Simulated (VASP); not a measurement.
# PbSe (Pm-3m) in VASP: notebook, part 2 of 2

VASP 6.6.1.

## Step 3: Single point, PBEsol

Input file INCAR:

```
SYSTEM = PbSe
  ADDGRID = .False.
  ALGO = Normal
  EDIFF = 1E-6
  ENCUT = 460
  GGA = PS
  ISIF = 2
  ISMEAR = 0
  LASPH = .True.
  LCHARG = .False.
  LREAL = .False.
  LWAVE = .False.
  NELM = 100
  PREC = Low
  SIGMA = 0.05
```

Input file KPOINTS:

```
k-points
0
Gamma
  5 5 5
  0 0 0
```

Input file POSCAR:

```
PbSe
1.0
    3.7843220000      0.0000000000      0.0000000000
    0.0000000000      3.7843220000      0.0000000000
    0.0000000000      0.0000000000      3.7843220000
Pb Se
1 1
Direct
    0.0000000000      0.0000000000      0.0000000000
    0.5000000000      0.5000000000      0.5000000000
```

Potentials or basis: VASP PAW PBE potentials, release 64 (Pb_d, Se).

On the command line:

```bash
$ cat potpaw_PBE.64/Pb_d/POTCAR potpaw_PBE.64/Se/POTCAR > POTCAR
$ mpirun -np 1 vasp_std > vasp.out
```

Run time: 5.2 s. Hardware: 1 thread of Intel Xeon Platinum 8488C (Sapphire Rapids), shared host; peak memory 0.11 GiB.

These settings aren't checked as converged: the numbers below hold their error.

Results:

* Free energy: -8.4495 eV
* Pressure: -2.7 GPa
* Band gap on the k mesh: 0.16 eV, indirect (least direct gap 1.33 eV)

Caveat: the PAW data sets were made with another functional, which shifts forces and pressure a little; spin-orbit coupling is left out, which as a rule narrows the gap of such compounds by several tenths of an eV; an odd mesh through Γ misses points on the zone boundary, where band edges often lie.

## Step 4: Single point, PBEsol

INCAR is that of step 3.

KPOINTS is that of step 3.

Input file POSCAR:

```
PbSe
1.0
    3.7843220000      0.0000000000      0.0000000000
    0.0000000000      3.7843220000      0.0000000000
    0.0000000000      0.0000000000      3.7843220000
Pb Se
1 1
Direct
    0.0499830000      0.0304240000      0.0268320000
    0.4857650000      0.4915870000      0.4882140000
```

On the command line:

```bash
$ cat potpaw_PBE.64/Pb_d/POTCAR potpaw_PBE.64/Se/POTCAR > POTCAR
$ mpirun -np 1 vasp_std > vasp.out
```

Run time: 14 s. Hardware: 1 thread of Intel Xeon Platinum 8488C (Sapphire Rapids), shared host; peak memory 0.14 GiB.

The run converged, but some of its settings lie outside the range that counts as converged, so its numbers aren't taken as properties of the crystal.

Results:

* Free energy: -8.4982 eV
* Pressure: -1.5 GPa
* Largest force: 0.201 eV/Å
* Band gap on the k mesh: 0.21 eV, indirect (least direct gap 1.55 eV)

Caveat: the PAW data sets were made with another functional, which shifts forces and pressure a little; spin-orbit coupling is left out, which as a rule narrows the gap of such compounds by several tenths of an eV; an odd mesh through Γ misses points on the zone boundary, where band edges often lie.

## Step 5: Single point, PBEsol

Edit INCAR of step 4 so:

```diff
@@ -13,3 +13,3 @@
   NELM = 100
-  PREC = Low
+  PREC = Normal
   SIGMA = 0.05
```

KPOINTS is that of step 4.

Input file POSCAR:

```
PbSe
1.0
    3.7843220000      0.0000000000      0.0000000000
    0.0000000000      3.7843220000      0.0000000000
    0.0000000000      0.0000000000      3.7843220000
Pb Se
1 1
Direct
    0.0000000000      0.0000000000      0.0000000000
    0.5000000000      0.5000000000      0.5000000000
```

Potentials or basis: VASP PAW PBE potentials, release 64 (Pb_d, Se).

On the command line:

```bash
$ cat potpaw_PBE.64/Pb_d/POTCAR potpaw_PBE.64/Se/POTCAR > POTCAR
$ mpirun -np 1 vasp_std > vasp.out
```

OUTCAR:

```text
SYSTEM = PbSe
   EDIFF = 1E-6
   ENCUT = 460
   GGA = PS
   ISIF = 2
   ISMEAR = 0
   LASPH = .True.
   LREAL = .False.
   NELM = 100
   PREC = Normal

 Found     10 irreducible k-points:

 Following reciprocal coordinates:
            Coordinates               Weight
  0.000000  0.000000  0.000000      1.000000
  0.200000  0.000000  0.000000      6.000000
  0.400000  0.000000  0.000000      6.000000
  0.200000  0.200000  0.000000     12.000000
  0.400000  0.200000  0.000000     24.000000
[... 180 lines left out ...]

  FORCE on cell =-STRESS in cart. coord.  units (eV):
  Direction    XX          YY          ZZ          XY          YZ          ZX
  --------------------------------------------------------------------------------------
  -------------------------------------------------------------------------------------
  Total       -0.9156295     -0.9156295     -0.9156295      0.0000000     -0.0000000     -0.0000000
  in kB      -27.0686184    -27.0686184    -27.0686184      0.0000000     -0.0000000     -0.0000000
  external PRESSURE =     -27.0686184 kB  Pullay stress =       0.0000000 kB

 VOLUME and BASIS-vectors are now :
 -----------------------------------------------------------------------------
  energy-cutoff  :      460.00
  volume of cell :       54.20
      direct lattice vectors                 reciprocal lattice vectors
     3.784322000  0.000000000  0.000000000     0.264248127  0.000000000  0.000000000
     0.000000000  3.784322000  0.000000000     0.000000000  0.264248127  0.000000000
     0.000000000  0.000000000  3.784322000     0.000000000  0.000000000  0.264248127

 POSITION                                       TOTAL-FORCE (eV/Angst)
 -----------------------------------------------------------------------------------
      0.00000      0.00000      0.00000         0.000000      0.000000      0.000000
      1.89216      1.89216      1.89216         0.000000      0.000000      0.000000
 -----------------------------------------------------------------------------------
    total drift:                                0.000000      0.000000      0.000000

  FREE ENERGIE OF THE ION-ELECTRON SYSTEM (eV)
  ---------------------------------------------------
  free  energy   TOTEN  =        -8.4480133863 eV

  energy  without entropy=       -8.4474804060  energy(sigma->0) =       -8.44774690
```

OSZICAR:

```text
N       E                     dE             d eps       ncg     rms          rms(c)
DAV:   1     0.148926161474E+03    0.14893E+03   -0.93611E+03   280   0.138E+03
DAV:   2     0.288378193078E+01   -0.14604E+03   -0.14244E+03   286   0.333E+02
DAV:   3    -0.863931258602E+01   -0.11523E+02   -0.11236E+02   382   0.983E+01
DAV:   4    -0.887235392221E+01   -0.23304E+00   -0.23297E+00   292   0.173E+01
DAV:   5    -0.887996928122E+01   -0.76154E-02   -0.76151E-02   372   0.308E+00    0.277E+00
DAV:   6    -0.846356859562E+01    0.41640E+00   -0.11105E+00   382   0.848E+00    0.152E+00
DAV:   7    -0.845052532555E+01    0.13043E-01   -0.14003E-01   322   0.211E+00    0.785E-01
DAV:   8    -0.844895146504E+01    0.15739E-02   -0.17987E-02   328   0.152E+00    0.125E-01
DAV:   9    -0.844813637367E+01    0.81509E-03   -0.79545E-03   392   0.701E-01    0.760E-02
DAV:  10    -0.844801954880E+01    0.11682E-03   -0.11220E-03   362   0.234E-01    0.212E-02
DAV:  11    -0.844801603214E+01    0.35167E-05   -0.13165E-04   346   0.824E-02    0.101E-02
DAV:  12    -0.844801350128E+01    0.25309E-05   -0.14228E-05   352   0.470E-02    0.237E-03
DAV:  13    -0.844801338634E+01    0.11494E-06   -0.16251E-06   198   0.803E-03
   1 F= -.84480134E+01 E0= -.84477469E+01  d E =-.532980E-03
```

stdout:

```text
POSCAR found type information on POSCAR PbSe
 POSCAR found :  2 types and       2 ions
 scaLAPACK will be used
 -----------------------------------------------------------------------------
|                                                                             |
|                                                                             |
|     You enforced a specific xc type in the INCAR file but a different       |
|     I HOPE YOU KNOW WHAT YOU ARE DOING!                                     |
|                                                                             |
 -----------------------------------------------------------------------------

 LDA part: xc-table for (Slater+PW92), standard interpolation
 POSCAR, INCAR and KPOINTS ok, starting setup
 FFT: planning ... GRIDC
 FFT: planning ... GRID_SOFT
 FFT: planning ... GRID
 WAVECAR not read
 entering main loop
```

Run time: 5.2 s. Hardware: 1 thread of Intel Xeon Platinum 8488C (Sapphire Rapids), shared host; peak memory 0.12 GiB.

These settings aren't checked as converged: the numbers below hold their error.

Results:

```yaml
Free_energy: -8.4480 eV
Pressure: -2.7 GPa
Band_gap_on_the_k_mesh: 0.16 eV, indirect (least direct gap 1.33 eV)
```

Caveat: the PAW data sets were made with another functional, which shifts forces and pressure a little; spin-orbit coupling is left out, which as a rule narrows the gap of such compounds by several tenths of an eV; an odd mesh through Γ misses points on the zone boundary, where band edges often lie.

## Step 6: Single point, PBEsol

INCAR is that of step 5.

KPOINTS is that of step 5.

Input file POSCAR:

```
PbSe
1.0
    3.7843220000      0.0000000000      0.0000000000
    0.0000000000      3.7843220000      0.0000000000
    0.0000000000      0.0000000000      3.7843220000
Pb Se
1 1
Direct
    0.0499830000      0.0304240000      0.0268320000
    0.4857650000      0.4915870000      0.4882140000
```

Potentials or basis: VASP PAW PBE potentials, release 64 (Pb_d, Se).

On the command line:

```bash
$ cat potpaw_PBE.64/Pb_d/POTCAR potpaw_PBE.64/Se/POTCAR > POTCAR
$ mpirun -np 1 vasp_std > vasp.out
```

It took 14 s on 1 thread of Intel Xeon Platinum 8488C (Sapphire Rapids), shared host; peak memory 0.15 GiB.

The run converged, but some of its settings lie outside the range that counts as converged, so its numbers aren't taken as properties of the crystal.

What came out:

- Free energy: -8.4967 eV
- Pressure: -1.5 GPa
- Largest force: 0.204 eV/Å
- Band gap on the k mesh: 0.21 eV, indirect (least direct gap 1.55 eV)

Caveat: the PAW data sets were made with another functional, which shifts forces and pressure a little; spin-orbit coupling is left out, which as a rule narrows the gap of such compounds by several tenths of an eV; an odd mesh through Γ misses points on the zone boundary, where band edges often lie.

## Step 7: The reference run

An earlier run on the cell as given: functional PBE; potentials or basis VASP PAW PBE potentials, release 64 (Pb_d, Se); cutoff 520 eV; k mesh 7 × 7 × 7; occupations fermi-dirac, width 0.05 eV; no spin polarisation.

- Pressure: -0.2 GPa
- Band gap on the k mesh: none (metal or under the smearing width)
